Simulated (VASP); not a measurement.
GaP:

```xyz
2
Lattice="0.0000 2.7252 2.7252 2.7252 0.0000 2.7252 2.7252 2.7252 0.0000" Properties=species:S:1:pos:R:3 pbc="T T T"
Ga    0.0000    0.0000    0.0000
P     4.0879    4.0879    4.0879
```

- Program: VASP 6.6.1
- Task: relaxation of cell and atoms
- Functional: LDA
- Potentials or basis: VASP PAW LDA potentials, release 64 (Ga_d, P)
- Cutoff: 600 eV
- k mesh: 8 × 8 × 8
- Occupations: fermi-dirac, width 0.05 eV
- Spin: no spin polarisation

At the start: pressure -2.7 GPa; volume 20.24 Å³/atom.

**Question.** Where does the relaxation end?

**Answer.** Over 3 steps the energy falls by 5.4 meV/atom and the volume is 19.61 Å³/atom (-3.1 %); space group F-43m (No. 216, to 0.05 Å).

Step by step:
```tsv
step	energy change (eV)	largest force (eV/Å)	pressure (GPa)	volume (Å³)
1	0.0000	0.0000	-2.66	40.48
2	-0.0075	0.0000	1.61	38.55
3	-0.0108	0.0000	-0.01	39.22
```

Final structure:
```cif
data_structure
_symmetry_space_group_name_H-M 'P 1'
_symmetry_Int_Tables_number 1
_cell_length_a 3.8136
_cell_length_b 3.8136
_cell_length_c 3.8136
_cell_angle_alpha 60.000
_cell_angle_beta 60.000
_cell_angle_gamma 60.000
_cell_volume 39.22
loop_
_atom_site_label
_atom_site_type_symbol
_atom_site_fract_x
_atom_site_fract_y
_atom_site_fract_z
_atom_site_occupancy
Ga1 Ga 0.00000 0.00000 0.00000 1
P1 P 0.75000 0.75000 0.75000 1
```
